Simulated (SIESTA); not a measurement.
## BaTiO3 under changes of volume

One of the cells (12.858 Å³/atom); the others are scaled copies at fixed shape and fractional positions:

```
Ba Ti O
1.0
     4.00600    0.00000    0.00000
     0.00000    4.00600    0.00000
     0.00000    0.00000    4.00600
Ba Ti O
1 1 3
Direct
  0.50000 0.50000 0.50000
  0.00000 0.00000 0.00000
  0.00000 0.00000 0.50000
  0.00000 0.50000 0.00000
  0.50000 0.00000 0.00000
```

- Program: SIESTA 5.4.2
- Functional: PBEsol
- Potentials or basis: PseudoDojo 0.4 standard (PBEsol files)
- Basis: DZP (energy shift 0.003 Ry; two zetas on semicore shells; d shell added on Ba)
- Grid cutoff: 800 Ry
- Energy shift: 0.003 Ry
- k mesh: 5 × 5 × 5
- Occupations: fermi-dirac, width 0.05 eV
- Spin: no spin polarisation

```tsv
volume (Å³/atom)	energy over the lowest point (meV/atom)	pressure (GPa)	gap on the mesh (eV)
12.086	16.71	9.6	1.80
12.343	4.97	5.2	1.79
12.601	0.00	1.1	1.78
12.858	1.14	-2.4	1.76
13.115	7.63	-5.6	1.72
13.372	?	?	?
13.629	34.62	-11.0	1.64
```

What does the run at 13.372 Å³/atom give?

Energy over the lowest point 19.04 meV/atom; pressure -8.4 GPa; gap on the mesh 1.68 eV.

Worked out: A Birch-Murnaghan fit of order 3 (a polynomial in V^(-2/3)) to the other rows has its minimum at 12.68 Å³/atom with B0 = V·E''(V) = 180 GPa and B' = 4.6. It gives 18.98 meV/atom at 13.372 Å³/atom, against the run's 19.04, and -dE/dV = -8.5 GPa, against -8.4. A parabola through the other rows of the gap, of slope -2.21 eV per unit of ln V there, gives 1.69 eV, against the run's 1.68.

Energies are extrapolated to zero smearing.

Caveats: this set's barium file shifts pressures by up to 1 GPa against other sets; spin-orbit coupling is left out, which moves the levels of the heavy elements; an odd mesh through Γ misses points on the zone boundary, where band edges often lie; the basis of atomic orbitals isn't converged, which shifts pressures, moduli and gaps.
